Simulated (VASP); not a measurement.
Set up this calculation in VASP 6.6.1, as the native input.

| Item | Value |
| --- | --- |
| Task | single point |
| Functional | PBE |
| Potentials or basis | VASP PAW PBE potentials, release 64 (Al) |
| Cutoff | 520 eV |
| k mesh | 11 × 11 × 11 |
| Occupations | gaussian, width 0.02 eV |
| Spin | no spin polarisation |
| Further INCAR settings | ALGO = Normal; EDIFF = 1e-06; NBANDS = 8 |

The structure of Al lies in POSCAR:

```
Al
1.0
    0.0000000000      2.0248050000      2.0248050000
    2.0248050000      0.0000000000      2.0248050000
    2.0248050000      2.0248050000      0.0000000000
Al
1
Direct
    0.0000000000      0.0000000000      0.0000000000
```

The input as run:

INCAR

```
SYSTEM = Al
PREC = Accurate ; ENCUT = 520
EDIFF = 1E-6 ; ISMEAR = 0
SIGMA = 0.02 ; LREAL = .FALSE.
LASPH = .TRUE. ; NELM = 100
ALGO = Normal ; ISIF = 2
LWAVE = .FALSE. ; LCHARG = .FALSE.
GGA = PE ; NBANDS = 8
```

KPOINTS

```
Automatic mesh
0
G
  11 11 11
  0 0 0
```

Potentials or basis: VASP PAW PBE potentials, release 64 (Al).

The run is started by

```console
$ cat potpaw_PBE.64/Al/POTCAR > POTCAR
$ mpirun -np 1 vasp_std > vasp.out
```

Results of the run:

The pressure is -0.5 GPa. The band gap on the k mesh is none (metal or under the smearing width).

It took 4.9 s on 1 thread of Intel(R) Xeon(R) Platinum 8259CL CPU @ 2.50GHz (Skylake/Cascade Lake), with other jobs on the host, peak memory 0.13 GiB.
